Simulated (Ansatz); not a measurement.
Crystal: GaP.

```
Ga P
1.0
     0.00000    2.72525    2.72525
     2.72525    0.00000    2.72525
     2.72525    2.72525    0.00000
Ga P
1 1
Direct
  0.00000 0.00000 0.00000
  0.75000 0.75000 0.75000
```

Base run:

| Property | Result |
| --- | --- |
| Program | Ansatz 0.2.0 |
| Functional | PBE0 |
| Potentials or basis | Ansatz PAW |
| Cutoff | 420 eV (not typed: the program's choice for these potentials) |
| k mesh | 6 × 6 × 6 |
| Occupations | fermi-dirac, width 0.05 eV |
| Spin | no spin polarisation |

Its results: band gap on the k mesh 2.96 eV, indirect (least direct gap 3.45 eV); pressure 0.5 GPa.

Q: The run is repeated on the same cell with these changes: functional from PBE0 to HSE06. What comes out?

A: Band gap on the k mesh 2.29 eV, indirect (least direct gap 2.80 eV); pressure 0.7 GPa.

Caveats: the PAW data sets come from PBE, with cores solved anew for the run's functional, which leaves a small shift of forces and pressure; the thresholds are loose for stress.
